Picture an aluminium atom in AlAs with an empty aluminium site next to it. The naive expectation is that the atom moves straight across, and that the energy of the jump is the price of squeezing past whatever stands beside the line. Half of this picture looks right, for the energy rises to one hump and falls again in mirror image. The other half fails: the first guess of the path, most likely a straight squeeze past atoms that hardly move, costs more than ten times the relaxed barrier.

Nudged elastic band for an Al atom hopping into a neighbouring vacancy in AlAs, with three inner images and no climbing image, in a fixed 15-atom cell (Al7As8, conventional a = 11.455 Å, charge −3 e). The free energies are from Ansatz 0.2.0, by plane-wave PAW density functional theory with PBE, no spin polarisation, a 420 eV cutoff, a 4×4×4 k mesh and 0.05 eV Gaussian smearing.

```
image number  image path length (Å)  image energy (eV over image 0)
           0                  0.000                           0.000
           1                  1.308                           1.082
           2                  2.617                           1.853
           3                  3.925                           1.083
           4                  5.234                           0.000
```

Each row is an image, a snapshot of the crystal on the way from one site to the other. The two end structures have space group F-43m; the images between them have lower symmetry. The image path length s says how far along the way it lies, and the image energy E is counted from the start. The size to remember is a barrier of roughly 2 eV for a hop of 4 Å.

**The start: why a rigid, straight hop fails**

The two aluminium sites share one arsenic neighbour, which sits beside the middle of the straight line between them. In the ideal crystal an Al–As bond measures 2.48 Å, but the midpoint of the line is only 1.43 Å from that arsenic. To restore the normal distance, the two atoms must move apart by 2.48 − 1.43 = 1.05 Å. The aluminium can swing out, the arsenic can lean back, or both.

The calculation shows what this giving way is worth. It began from a guessed path, most likely the straight one, whose midpoint lay about 49 eV above the ends. After relaxation the midpoint lies at 1.85 eV, some 27 times lower. The 49 eV is itself a crude figure, because the spheres in which the PAW datasets describe each atom overlap at such distances, but that is unlikely to account for so large a factor.

The path length fits this reading. It comes to 5.23 Å, 29 % more than the straight hop. Part of the excess may be motion of the neighbours and not a bend in the track of the hopping atom. Some of that motion would occur on any path, since the neighbours relax around the vacancy wherever it sits. The length therefore agrees with a detour but does not prove one.

**From image 0 to image 2: how the energy climbs**

With most of the squeeze avoided, what remains is probably in large part an exchange of bonds. The aluminium begins with four arsenic neighbours and ends with four, one of them the same. On the way it must loosen its hold on three and take hold of three others. That much follows from the crystal structure; how much of the 1.85 eV goes into the bonds, and how much into squeezing that remains, is not settled by an energy curve.

A tempting way to describe the exchange is with two springs. One ties the atom to the old site and the other to the new one, and the atom changes over where the two energies meet. A spring's energy grows as the square of the stretch, so halfway to the middle only a quarter of the height would have been paid. The second stretch of the climb would then be three times as steep as the first.

The table shows the opposite. The energy rises by 1.08 eV up to image 1 and by only 0.77 eV from there to image 2. The crystal resists most in the first stretch and then yields. This is what one would expect of real bonds: the pull of a stretched bond grows at first but fades once the bond is stretched far, while new bonds begin to form on the other side.

A better picture is therefore a smooth wave. The energy is flat at the ends, where the atom sits in a relaxed site, and flat again in the middle, where the pull back and the pull forward balance. One simple curve with these properties is

E(s) = (H/2) · [1 − cos(2πs/L)]

where H is the height at the middle and L the whole path length. A quarter of the way along, s = L/4 and the cosine is zero, so E = H/2 = 1.853 eV / 2 = 0.93 eV. The computed value is 1.08 eV, so the wave falls short by about 0.16 eV, or 14 % of the computed flank energy.

The two springs fall short by 0.62 eV at the same place. An inverted parabola, which would start with a sharp kink at each end, overshoots by 0.31 eV. The output after this text sets the three curves beside the five images. Nothing was fitted to the flanks, but the height was taken from image 2, so only the flanks test the shapes, and by symmetry they amount to a single test. It rules out the springs and favours the wave, without proving that the true curve is a cosine.

**From image 2 to image 4: why the way down mirrors the way up**

The descent repeats the climb, with flanks of 1.082 and 1.083 eV. It is tempting to say that this must be so because the two ends are equivalent. Equivalent ends guarantee only equal energies at the ends. A path could still climb steeply on one side and descend gently on the other.

The stronger reason is a mirror plane of the crystal that stands across the hop, halfway between the two sites. It exchanges the old site with the new one and leaves the shared arsenic in place. If the path is its own mirror image, every point on the way up has a partner of equal energy on the way down. The same argument carries over to other hops between sites that a mirror exchanges; where no symmetry operation exchanges the two ends, the flanks are free to differ.

The "if" matters. The guessed path already had equal flanks, and a relaxation that starts symmetric tends to stay so. A lopsided path of lower energy could exist, together with its mirror partner, and this calculation would probably not have found it. In that case the true barrier would be lower than 1.85 eV.

**Image 2 again: is the middle really the top?**

Image 2 is the highest of the five, and the forces left on its atoms are small. That seems to settle the matter, but it does not. On a symmetric path the slope along the way must vanish at the middle, whether the middle is a summit or a shallow dip between two summits. Small forces say that the ground is level there, not which way it curves.

The images lie 1.3 Å apart, and none was made to climb to the summit, so the curve between them is open. Suppose a small ripple is added that is zero at every image:

R(s) = (h/2) · [1 − cos(8πs/L)]

Here h is the height of the ripple. The five energies stay exactly as they are, yet the curvature at the middle changes. Starting from the smoothest curve through all the images, a ripple of only 0.08 eV is enough to turn the summit into a dip. Nothing here suggests that such a ripple exists; the estimate shows how little it would take to escape notice. If a higher summit does lie off the middle, the true barrier along this path is above 1.85 eV.

The height also depends on the model crystal. The cell is so small that the hopping atom starts midway between the vacancy and the vacancy's periodic copy, and strain and charge can act across that distance. The three added electrons are meant to fill the vacancy's levels, yet at image 2 the cell comes out metallic. The small cell may contribute to this, because it spreads the vacancy's levels into bands, and so may the PBE functional, which makes band gaps too small. The barrier should therefore not be read as that of a cleanly filled, isolated vacancy.

**What the height means for a device**

Layers of AlAs and GaAs form the mirrors and wells of many semiconductor lasers, and their boundaries must stay sharp. Vacancies that hop on the metal sites help to blur them. The rate of hopping is roughly an attempt frequency, assumed here to be 10¹³ per second, times exp(−H/kT), with k the Boltzmann constant and T the temperature. At 300 K this gives about 10⁻¹⁸ hops per second, and at 1000 K a few thousand.

A vacancy of this kind is thus frozen in at room temperature and mobile during hot processing. An error of 0.1 eV in the barrier changes the rate at 1000 K by a factor of three, so the contrast is far safer than either rate. How much a boundary blurs also depends on how many vacancies are present, which is a separate matter from how fast each one hops.

The analysis program printed:

```
Energy in eV, computed and from three shapes:
  row  computed  two springs  smooth wave  inverted parabola
    0         0            0            0                  0
    1     1.082       0.4629       0.9259              1.389
    2     1.853        1.853        1.853              1.853
    3     1.083       0.4636       0.9271               1.39
    4         0            0            0                  0
Flank energy as a share of the height, in percent: 58.42
Two springs less computed on the flank, eV: -0.6192
Smooth wave less computed on the flank, eV: -0.156
Inverted parabola less computed on the flank, eV: 0.3072
Rise from the image before:
  row  rise in eV  slope in eV per A
    1       1.082             0.8272
    2       0.771              0.589
    3       -0.77            -0.5887
    4      -1.083            -0.8273
Starting guess of the band:
  row  energy in eV over the ends
    0                           0
    1                       10.63
    2                       49.22
    3                       10.63
    4                           0
Starting midpoint energy over relaxed midpoint energy, ratio: 26.56
Last iteration, image 3 less image 1, meV: 0.1
Path length over straight hop, excess in percent: 29.23
Ideal lattice, midpoint of straight hop to shared As, A: 1.432
Ideal lattice, Al-As bond, A: 2.48
Second wave needed to meet the flanks, amplitude in eV: 0.078
Height of unseen ripple that turns the middle into a dip, eV: 0.07681
Rough log10 of hops per second at 300 K: -18.13
Rough log10 of hops per second at 1000 K: 3.661
Factor in the rate at 1000 K for 0.1 eV in the barrier: 3.191
```
